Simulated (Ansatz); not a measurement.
Crystal: CdO2.

```
CELL_PARAMETERS angstrom
3.47623 0.00000 0.00000
-1.73811 3.01050 0.00000
0.00000 0.00000 4.14808
ATOMIC_POSITIONS crystal
Cd 0.00000 0.00000 0.00000
O 0.33333 0.66667 0.24422
O 0.66667 0.33333 0.75578
```

The cell comes from a database or a generator and needn't be the stable form of this composition.

| Property | Result |
| --- | --- |
| Program | Ansatz 0.2.0 |
| Task | relaxation of cell and atoms |
| Functional | PBE0 |
| Potentials or basis | Ansatz PAW |
| Cutoff | 420 eV (not typed: the program's choice for these potentials) |
| k mesh | 6 × 6 × 4 |
| Occupations | fermi-dirac, width 0.05 eV |
| Spin | no spin polarisation |

At the start: volume 14.47 Å³/atom.

**Question.** How do energy, volume and symmetry change on relaxing?

**Answer.** It ends after 10 steps and the volume is 11.91 Å³/atom (-17.7 %); space group P-3m1 (No. 164, to 0.05 Å).

Step by step:
```csv
step,energy change (eV),largest force (eV/Å),volume (Å³)
1,0.0000,0.2644,43.41
2,-0.2190,0.1134,38.85
3,-0.3131,0.1342,36.05
4,-0.3382,0.0348,35.30
5,-0.3393,0.0198,35.90
6,-0.3393,0.0099,35.91
7,-0.3393,0.0002,35.92
8,-0.3273,0.0008,35.92
9,-0.3282,0.0001,35.74
10,-0.3275,0.0001,35.74
```

Final structure:
```yaml
crystal:
  lattice:
    - [3.36398, 0.00000, 0.00000]
    - [-1.68199, 2.91329, 0.00000]
    - [0.00000, 0.00000, 3.64731]
  atoms:
    - { symbol: Cd, position: [0.00000, 0.00000, 0.00000] }
    - { symbol: O, position: [0.33333, 0.66667, 0.28243] }
    - { symbol: O, position: [0.66667, 0.33333, 0.71757] }
```

Caveat: the k mesh is coarse (spacing up to 0.38 Å⁻¹), so the values aren't converged, least of all with exact exchange; the volume moved by over 15 % at a fixed basis, so the end points are rough; the plane-wave basis is chosen anew once the cell has moved, so the energies of steps on either side of that aren't comparable; the pressure holds a Pulay correction of +0.6 GPa for the finite cutoff; the PAW data sets come from PBE, with cores solved anew for the run's functional, which leaves a small shift of forces and pressure.
